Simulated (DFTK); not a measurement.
# CaO under changes of volume

One of the cells (13.886 Å³/atom); the others are scaled copies at fixed shape and fractional positions:

```xyz
2
Lattice="0.0000 2.4036 2.4036 2.4036 0.0000 2.4036 2.4036 2.4036 0.0000" Properties=species:S:1:pos:R:3 pbc="T T T"
Ca    0.0000    0.0000    0.0000
O     2.4036    2.4036    2.4036
```

The cell is a database's computed one.

| Item | Value |
| --- | --- |
| Program | DFTK 0.8.2 |
| Functional | PBEsol |
| Potentials or basis | dojo.nc.sr.pbesol.v0_4_1.standard.upf (PBEsol) |
| Cutoff | 1143 eV |
| k mesh | 10 × 10 × 10 |
| Occupations | fermi-dirac, width 0.05 eV |
| Spin | no spin polarisation |

```tsv
volume (Å³/atom)	energy over the lowest point (meV/atom)	pressure (GPa)	gap on the mesh (eV)
13.052	?	?	?
13.330	0.62	1.6	3.54
13.608	0.00	-0.9	3.55
13.886	3.34	-3.0	3.56
14.163	10.24	-5.0	3.57
14.441	20.31	-6.7	3.57
14.719	33.23	-8.2	3.58
```

What does the run at 13.052 Å³/atom give?

Energy over the lowest point 5.67 meV/atom; pressure 4.3 GPa; gap on the mesh 3.53 eV.

Worked out: A Birch-Murnaghan fit of order 3 (a polynomial in V^(-2/3)) to the other rows has its minimum at 13.51 Å³/atom with B0 = V·E''(V) = 116 GPa and B' = 4.5. It gives 5.71 meV/atom at 13.052 Å³/atom, against the run's 5.67, and -dE/dV = 4.3 GPa, against 4.3. A straight line through the other rows of the gap, of slope 0.39 eV per unit of ln V, extrapolates to 3.53 eV, against the run's 3.53.

Energies are extrapolated to zero smearing.

A mesh can miss the band edges.
